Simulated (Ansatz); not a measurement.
InP (COD cell start) from one functional to the next

The compound was started in one structure type and brought to zero pressure at each level (plane-wave PAW code Ansatz, Gaussian smearing of 0.05 eV, scalar-relativistic unless SOC, spin–orbit coupling, is named).

The start was a cell as deposited in COD.

The cell at PBEsol (neighbours within 15 % of each site's shortest distance, so a longer bond may be listed from one end only): It takes space group Fm-3m (No. 225, cubic). Conventional cell: a = 5.459 Å, b = 5.459 Å, c = 5.459 Å, α = 90.00°, β = 90.00°, γ = 90.00°. In (site symmetry m-3m) has 6 P at 2.73 Å as nearest neighbours. P (site symmetry m-3m) is surrounded by 6 In at 2.73 Å.

| level | cutoff (eV) | k-mesh | final group | a (Å) | V (Å³/atom) | gap (eV) | B0 (GPa) | E_f (eV/atom) |
| --- | --- | --- | --- | --- | --- | --- | --- | --- |
| PBEsol | 420 | 10×10×10 | Fm-3m | 5.459 | 20.33 | metal | 84 | -0.04 |

Q: Predict the results of PBE (420 eV, 10×10×10 mesh).

A: final group Fm-3m, a (Å) 5.540, V (Å³/atom) 21.25, gap (eV) metal, B0 (GPa) 74, E_f (eV/atom) 0.00.

Volumes against PBE: PBEsol −4.3 %. PBEsol < PBE is the usual order of volumes: a stronger gradient correction lowers the energy of inhomogeneous, expanded densities and so lengthens the bonds (here 1.5 % in length from PBEsol to PBE, a third of the change in volume). Of these two, the larger cell is the softer: stretching the PBEsol crystal to the PBE volume along its own (Murnaghan) curve would take its modulus to B0 (V0/V)^B0′ = 84 × (20.33/21.25)^4.9 = 68 GPa, against 74 GPa found, so volume alone would soften it more than is found. The formation energy spans 0.04 eV/atom over the functionals (PBEsol lowest, PBE highest); the spread holds the functional's effect on the elements as well as on the compound.

All functionals run on datasets generated with PBE. E_f is the formation energy from the elements run alike, at 0 K, without zero-point energy or dispersion between the molecules, chains or layers of the solid elements; it is good to about 0.01 eV/atom as a calculation.

All runs used the PAW datasets of the set soft_2.
